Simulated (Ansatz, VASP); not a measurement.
# Sb: VASP beside Ansatz

Contents of INCAR:

```
SYSTEM = Sb
ALGO     = Normal         ! electronic algorithm
EDIFF    = 1E-7           ! SCF threshold, eV
EDIFFG   = -0.005         ! ionic threshold
ENCUT    = 600            ! plane-wave cutoff, eV
IBRION   = 2              ! ionic algorithm
ISIF     = 3              ! what is computed and relaxed
ISMEAR   = -1             ! smearing method
LASPH    = .True.         ! aspherical terms in the spheres
LCHARG   = .False.        ! write CHGCAR
LREAL    = .False.        ! projectors in reciprocal space
LWAVE    = .False.        ! write WAVECAR
NELM     = 80             ! most SCF steps
NSW      = 100            ! ionic steps
PREC     = Accurate       ! precision mode
SIGMA    = 0.05           ! smearing width, eV
```

File KPOINTS:

```
k-points
0
Gamma
  12 12 12
  0 0 0
```

POSCAR

```
Sb
1.0
    0.0000000000      2.3050000000      2.3050000000
    2.3050000000      0.0000000000      2.3050000000
    2.3050000000      2.3050000000      0.0000000000
Sb
1
Direct
    0.0000000000      0.0000000000      0.0000000000
```

Input for Ansatz:

```yaml
crystal:
  lattice:
    - [0.0, 2.305, 2.305]
    - [2.305, 0.0, 2.305]
    - [2.305, 2.305, 0.0]
  atoms:
    - { symbol: Sb, position: [0.0, 0.0, 0.0] }
kpoints:
  mp_grid: { grid: [12, 12, 12] }
scf:
  occupations: { method: fermi_dirac, width: 0.05 }
hamiltonian:
  xc: lda
  pseudopotentials: { kind: paw }
output:
  forces: true
  stress: true
  efg: { contact_densities: true }
relax:
  f_tol: 0.005
  max_steps: 80
  cell: {}
```

Alike in both runs: task relaxation of cell and atoms; functional LDA; k mesh 12 × 12 × 12; occupations fermi-dirac, width 0.05 eV; no spin polarisation.

```csv
,VASP,Ansatz
version,VASP 6.6.1,Ansatz 0.2.0
potentials or method,"VASP PAW LDA potentials, release 64 (Sb)","PAW with Ansatz's default frozen-core files, scalar-relativistic"
plane-wave cutoff (eV),600,420
valence electrons in the cell,5,15
```

Ansatz gave:

| Property | Result |
| --- | --- |
| relaxed volume (Å³/atom) | 25.81 |
| relaxed cell length with the largest relative difference (Å) | 3.317 |
| energy change over the relaxation (meV/atom) | -15 |

Task: What did VASP give for the same quantities?

Result: Relaxed volume (Å³/atom): 25.84; relaxed cell length with the largest relative difference (Å): 3.318; energy change over the relaxation (meV/atom): -16.

The two sets of potentials don't hold the same shells in valence. Ansatz warned: «gradients_without_spin_orbit».

Spin-orbit coupling is left out, which matters for the levels of Sb.
